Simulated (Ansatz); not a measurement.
HfB2:

```
CELL_PARAMETERS angstrom
3.14000 0.00000 0.00000
-1.57000 2.71932 0.00000
0.00000 0.00000 3.48000
ATOMIC_POSITIONS crystal
Hf 0.00000 0.00000 0.00000
B 0.66667 0.33333 0.50000
B 0.33333 0.66667 0.50000
```

Base run:

| Item | Value |
| --- | --- |
| Program | Ansatz 0.2.0 |
| Functional | PBEsol |
| Potentials or basis | Ansatz PAW |
| Cutoff | 420 eV (not typed: the program's choice for these potentials) |
| k mesh | 10 × 10 × 8 |
| Occupations | fermi-dirac, width 0.05 eV |
| Spin | no spin polarisation |

Its results: band gap on the k mesh none (metal or under the smearing width); pressure -4.3 GPa.

Question: The run is repeated on the same cell with these changes: functional from PBEsol to PBE; occupations from fermi-dirac, width 0.05 eV to gaussian, width 0.011 eV. What comes out?

Answer: Band gap on the k mesh none (metal or under the smearing width); pressure 1.4 GPa.

Caveats: spin-orbit coupling is left out, which moves the levels of the heavy elements (some runs); the PAW data sets come from PBE, with cores solved anew for the run's functional, which leaves a small shift of forces and pressure (some runs).
